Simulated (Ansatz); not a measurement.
In doubt: masses and optical values from hybrid runs of this build are listed as unsure, which bears on the screening that GW takes from such a start.

Rows from a G0W0 calculation on In2GaAs3 (zincblende [001] superlattice) (Ansatz 0.2.0; G0W0 on HSE06, plane waves, PAW; PAW set soft_1; 4×4×2 mesh, 771 empty bands, screening to 105 eV, PAW set soft_1 files), in eV. Spin-orbit coupling is left out.

```
row      Σx     Σc     Vxc     Z
  A  -16.51   1.11  -15.28  0.76
  B  -16.51   1.11  -15.28  0.76
  C   -7.61  -3.60  -11.12  0.77
  D  -15.99   0.71  -15.17  0.77
  E  -11.22  -3.21  -14.49  0.78
  F   -6.64  -3.63  -10.11  0.78
```

Which rows are filled states and which are empty ones, and how can one tell?

Filled: A, B and D. Empty: C, E and F. The sign of Σc tells: for a filled state bare exchange, which holds its interaction with itself, lies below Vxc (Σx − Vxc is -0.8 eV or lower here) and screening gives part back as a positive Σc. For an empty state Σx lies above Vxc (+3.3 eV or more) and the Coulomb hole leaves Σc negative.

[Paths, hosts, dates, memory and timing lines, banners, echoed tables and standing remarks are left out of the program output.]

[Logs are printed without paths, hosts, clocks, repeated set-up lines and the standing remarks that a program may print on its own settings, such as how far it seeks lower states.]

[Runs of the session that timed out or met a known fault of the program may be left out.]

[Cells called generated may have been cut or substituted from an entry of the Crystallography Open Database or the Materials Project.]

[Hosts, paths, dates, database ids (printed as entryN), source tags and the programs' standing remarks are cut or masked in the printed files.]
